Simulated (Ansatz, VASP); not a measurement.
# BN in VASP and in Ansatz

```
B N
1.0
     2.49824    0.00000    0.00000
    -1.24912    2.16354    0.00000
     0.00000    0.00000    6.63570
B N
2 2
Direct
  0.33333 0.66667 0.25000
  0.66667 0.33333 0.75000
  0.33333 0.66667 0.75000
  0.66667 0.33333 0.25000
```

Alike in both runs: functional PBE; k mesh 14 × 14 × 5; occupations fermi-dirac, width 0.02 eV; no spin polarisation.

Ansatz relaxed the structure, and its values are those at the end. VASP's run is a single point on that final structure, the one shown.

|  | VASP | Ansatz |
| --- | --- | --- |
| version | VASP 6.6.1 | Ansatz 0.2.0 |
| potentials or method | VASP PAW PBE potentials, release 64 (B, N) | plane-wave PAW, scalar-relativistic |
| plane-wave cutoff (eV) | 520 | 420 |
| valence electrons in the cell | 16 | 16 |

```tsv
	VASP	Ansatz	Ansatz less VASP
gap on the k mesh at the Fermi level (eV)	4.26	4.27	+0.007
pressure (GPa)	5.2	5.1	-0.08
```

Ansatz warned: «stress_scf_threshold_loose».

Caveats: an odd mesh through Γ misses points on the zone boundary, where band edges often lie; this functional lacks dispersion, which binds the layers, so the pressure and a relaxed spacing across them are unreliable.
